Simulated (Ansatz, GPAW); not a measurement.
Given: the input of a run of GPAW 26.7.0 (ASE script) on Ga (Gallium). Atoms were shifted at random by some hundredths of an Å from the given cell, which wasn't relaxed again for these runs. 

The input run.py:

```python
from ase import Atoms
from ase.dft.bandgap import bandgap
from ase.io import write
from ase.units import GPa
from gpaw import GPAW, PW, setup_paths

setup_paths.insert(0, '.')

atoms = Atoms(['Ga', 'Ga', 'Ga', 'Ga'],
              cell=[[2.2615, -3.8305, 0.0],
                    [2.2615, 3.8305, 0.0],
                    [0.0, 0.0, 4.524]],
              scaled_positions=[[0.357574, 0.649815, 0.413855],
                                [0.143323, 0.83858, 0.916359],
                                [0.655953, 0.346102, 0.598434],
                                [0.851305, 0.162776, 0.086402]],
              pbc=True)

calc = GPAW(mode=PW(600),
            xc='PBEsol',
            kpts={'size': (7, 7, 6), 'gamma': True},
            occupations={'name': 'fermi-dirac', 'width': 0.05},
            nbands=16,
            convergence={'density': 1e-05, 'energy': 1e-05},
            maxiter=150,
            txt='gpaw.txt')
atoms.calc = calc
energy = atoms.get_potential_energy()
forces = atoms.get_forces()
stress = atoms.get_stress()
calc.write('gs.gpw')
write('result.traj', atoms)
print(f'Energy: {energy:.6f} eV')
print('Forces (eV/A):')
print(forces.round(4))
print('Stress (GPa):', (stress / GPa).round(3))
print('Fermi level:', round(calc.get_fermi_level(), 4), 'eV')
print(f'Gap: {bandgap(calc)[0]:.4f} eV, direct: {bandgap(calc, direct=True)[0]:.4f} eV')
```

Potentials or basis: PAW data sets generated in the run's folder for this functional, pw.

Launch:

```bash
$ gpaw-setup -f PBEsol Ga
$ OMP_NUM_THREADS=1 python run.py
```

**Question.** Translate it to Ansatz 0.2.0. Potentials or basis there: Ansatz PAW, cutoff 420 eV.

**Answer.** As run (cutoffs and basis follow the program's own potentials, and thresholds, step limits or extra output files can differ):

The input input.yaml:

```yaml
crystal:
  lattice:
    - [2.2615, -3.8305, 0.0]
    - [2.2615, 3.8305, 0.0]
    - [0.0, 0.0, 4.524]
  atoms:
    - { symbol: Ga, position: [0.357574, 0.649815, 0.413855] }
    - { symbol: Ga, position: [0.143323, 0.83858, 0.916359] }
    - { symbol: Ga, position: [0.655953, 0.346102, 0.598434] }
    - { symbol: Ga, position: [0.851305, 0.162776, 0.086402] }
hamiltonian:
  xc: pbesol
  pseudopotentials: { kind: paw }
kpoints:
  mp_grid: { grid: [7, 7, 6] }
scf:
  occupations: { method: fermi_dirac, width: 0.05 }
output:
  forces: true
  stress: true
  eigenvalues: true
```

Potentials or basis: Ansatz PAW.

Launch:

```console
$ ansatz run input.yaml --threads 1 --pin off --max-ram 3584MiB --backend cpu --events-out ev --progress --plain --runs-dir out
```

Both were run:

|  | GPAW | Ansatz |
| --- | --- | --- |
| Pressure | -0.7 GPa | -1.5 GPa |
| Largest force | 0.474 eV/Å | 0.460 eV/Å |
| Energy over the undisturbed cell | 7.0 meV/atom | 6.4 meV/atom |

Ansatz's pressure holds a Pulay term of +0.04 GPa for its cutoff of 420 eV, which the other run lacks.

The potentials hold 12 and 52 valence electrons a cell.

Ansatz's potentials were made for PBE.

Where Ansatz's input types no cutoff or centring, it takes its own default and a Γ-centred mesh.

Pressure is positive in compression.
